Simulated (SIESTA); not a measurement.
**TiPt3 under changes of volume**

One of the cells (15.091 Å³/atom); the others are scaled copies at fixed shape and fractional positions:

```xyz
4
Lattice="3.9228 0.0000 0.0000 0.0000 3.9228 0.0000 0.0000 0.0000 3.9228" Properties=species:S:1:pos:R:3 pbc="T T T"
Pt    1.9614    1.9614    0.0000
Pt    1.9614    0.0000    1.9614
Pt    0.0000    1.9614    1.9614
Ti    0.0000    0.0000    0.0000
```

| Quantity | Value |
| --- | --- |
| Program | SIESTA 5.4.2 |
| Functional | PBE |
| Potentials or basis | PseudoDojo 0.4 standard (PBE files) |
| Basis | DZP (energy shift 0.003 Ry; two zetas on semicore shells) |
| Grid cutoff | 800 Ry |
| Energy shift | 0.003 Ry |
| k mesh | 7 × 7 × 7 |
| Occupations | fermi-dirac, width 0.05 eV |
| Spin | no spin polarisation |

| volume (Å³/atom) | energy over the lowest point (meV/atom) | pressure (GPa) |
| --- | --- | --- |
| 13.908 | 149.33 | 33.6 |
| 14.204 | ? | ? |
| 14.500 | 52.98 | 18.8 |
| 15.091 | 7.54 | 6.6 |
| 15.387 | 0.00 | 1.6 |
| 15.683 | 1.52 | -3.1 |

**Question.** What does the run at 14.204 Å³/atom give?

**Answer.** Energy over the lowest point 94.33 meV/atom; pressure 26.0 GPa.

Worked out: A Birch-Murnaghan fit of order 3 (a polynomial in V^(-2/3)) to the other rows has its minimum at 15.48 Å³/atom with B0 = V·E''(V) = 238 GPa and B' = 5.4. It gives 94.02 meV/atom at 14.204 Å³/atom, against the run's 94.33, and -dE/dV = 25.9 GPa, against 26.0.

Energies are extrapolated to zero smearing.

Caveats: short orbitals over semicore shells can move pressures by several GPa; the basis of atomic orbitals isn't converged, which shifts pressures, moduli and gaps.
